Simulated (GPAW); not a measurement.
**InAs: band structure with PBE**

**Experimental background.**

From a printed reference work, data compilation, for a bulk crystal of InAs at 4.2 K: band gap 0.418 eV (direct).

Crystal: InAs.

```
In As
1.0
     0.00000    3.01800    3.01800
     3.01800    0.00000    3.01800
     3.01800    3.01800    0.00000
In As
1 1
Direct
  0.00000 0.00000 0.00000
  0.25000 0.25000 0.25000
```

- Program: GPAW 26.7.0
- Task: band structure
- Functional: PBE
- Potentials or basis: GPAW PAW data sets (gpaw-data 1.2.1)
- Basis: fd
- Grid spacing: 0.16 Å
- k mesh: 6 × 6 × 6
- Occupations: fermi-dirac, width 0.05 eV
- Spin: no spin polarisation
- Maxiter: 150
- Band path: GXWKGLUWLK,UX
- Band points: 80

* Band gap along the path: none (metal or under the smearing width)

Levels at the corners of the path, in eV from the Fermi level:
| point | band 5 | band 6 | band 7 | band 8 | band 9 | band 10 | band 11 | band 12 | band 13 |
| --- | --- | --- | --- | --- | --- | --- | --- | --- | --- |
| Γ | -14.22 | -11.93 | -0.20 | -0.04 | -0.04 | -0.04 | 3.85 | 3.85 | 3.85 |
| X | -14.20 | -9.89 | -5.90 | -2.39 | -2.39 | 1.50 | 2.03 | 9.19 | 9.27 |
| W | -14.22 | -9.83 | -5.75 | -3.02 | -2.95 | 4.20 | 4.26 | 4.97 | 6.05 |
| K | -14.21 | -9.90 | -5.76 | -3.34 | -2.01 | 2.07 | 4.25 | 7.29 | 7.39 |
| Γ | -14.22 | -11.93 | -0.20 | -0.04 | -0.04 | -0.04 | 3.85 | 3.85 | 3.85 |
| L | -14.22 | -10.44 | -5.83 | -1.04 | -1.04 | 0.93 | 4.64 | 4.64 | 6.84 |
| U | -14.21 | -9.90 | -5.76 | -3.34 | -2.01 | 2.07 | 4.25 | 7.29 | 7.39 |
| W | -14.22 | -9.83 | -5.75 | -3.02 | -2.95 | 4.20 | 4.26 | 4.97 | 6.05 |
| L | -14.22 | -10.44 | -5.83 | -1.04 | -1.04 | 0.93 | 4.64 | 4.64 | 6.84 |
| K | -14.21 | -9.90 | -5.76 | -3.34 | -2.01 | 2.07 | 4.25 | 7.29 | 7.39 |
| U | -14.21 | -9.90 | -5.76 | -3.34 | -2.01 | 2.07 | 4.25 | 7.29 | 7.39 |
| X | -14.20 | -9.89 | -5.90 | -2.39 | -2.39 | 1.50 | 2.03 | 9.19 | 9.27 |

It took 2.4 min on 1 thread of Arm Neoverse V2 (shared host), peak memory 0.64 GiB.

Against the measured gap of InAs, 0.418 eV (direct; 4.2 K; a printed reference work, data compilation), the calculated 0.00 eV is off by -0.42 eV. Spin-orbit coupling on As, In is left out. The value is that of PBE, without temperature or zero-point motion. Semilocal functionals fall short of measured gaps as a rule.

Caveat: spin-orbit coupling is left out, which moves the levels of the heavy elements; this crystal is a semiconductor, whose small gap the functional closes, so the metal is an error of the method.
